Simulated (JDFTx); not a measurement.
Runs of JDFTx 1.7.0 (patched build) on InAs. It takes space group F-43m (No. 216, cubic). The conventional cell has a = 6.036 Å, b = 6.036 Å, c = 6.036 Å, α = 90.00°, β = 90.00°, γ = 90.00°. In (site symmetry -43m) is surrounded by 4 As at 2.61 Å. As (site symmetry -43m) is surrounded by 4 In at 2.61 Å. 

```tsv
task	level	potentials or basis	cell	k mesh	cutoff (eV)	smearing	local potential set to -Z/r beyond	max SCF steps	SCF threshold on the energy	solver of the electrons	pseudo rcut	gap on the mesh (eV)	pressure (GPa)	V0 of scaled cells (Å³/atom)	B0 (GPa)
equation of state	PBEsol	PseudoDojo-SR-PBEsol-0.4.1-standard with smoothed tails	as given	8 × 8 × 8	1143	fermi-dirac 0.05 eV	6 bohr	100	1e-09 Ha	scf	6	-	-	28.25	56
single point	PBEsol	PseudoDojo-SR-PBEsol-0.4.1-standard with smoothed tails	as given	8 × 8 × 8	1143	fermi-dirac 0.05 eV	6 bohr	100	1e-09 Ha	scf	6	none	1.6	-	-
single point	LDA	PseudoDojo-SR-LDA-0.4.1-standard	as given	8 × 8 × 8	1088	fermi-dirac 0.05 eV	-	100	1e-09 Ha	scf	-	none	-0.5	-	-
equation of state	LDA	PseudoDojo-SR-LDA-0.4.1-standard	as given	8 × 8 × 8	1088	fermi-dirac 0.05 eV	-	100	1e-09 Ha	scf	-	-	-	27.32	(a)
relaxation of cell and atoms	PBE+D2	PseudoDojo-SR-PBE-0.5-standard	relaxed	8 × 8 × 8	1143	fermi-dirac 0.05 eV	-	100	1e-09 Ha	scf	-	none	0.0	-	-
single point	r2SCAN	SG15-PBE-1.2	as given	6 × 6 × 6	1088	fermi-dirac 0.05 eV	-	100	1e-09 Ha	scf	-	none	1.8	-	-
single point	PBEsol	PseudoDojo-SR-PBEsol-0.4.1-standard with smoothed tails	as given	8 × 8 × 8	1143	gaussian 0.05 eV	6 bohr	100	1e-09 Ha	scf	6	none	1.6	-	-
equation of state	r2SCAN	SG15-PBE-1.2 with smoothed tails	as given	6 × 6 × 6	1088	fermi-dirac 0.05 eV	6 bohr	100	1e-09 Ha	scf	6	-	-	28.34	56
single point	PBE	PseudoDojo-SR-PBE-0.5-standard	as given	8 × 8 × 8	1143	fermi-dirac 0.05 eV	-	100	1e-09 Ha	scf	-	none	(b)	-	-
```

Alike in all rows: no spin polarisation.

**Question.** Fill in the values left out.

**Answer.** (a) 60; (b) 4.4.

Caveats: this crystal is a semiconductor, whose small gap the functional closes, so the metal is an error of the method (some runs); the empty levels aren't tightly converged (some runs); the potentials were made for another functional, which shifts forces and pressure (some runs); pairwise dispersion overbinds metals, which lowers pressure and volume (some runs).

A k mesh can miss the band edges, and the runs leave out spin-orbit coupling on As, In.

A gap of «none» marks a metal or a gap under the smearing width.

Not every run made on this cell is shown here.
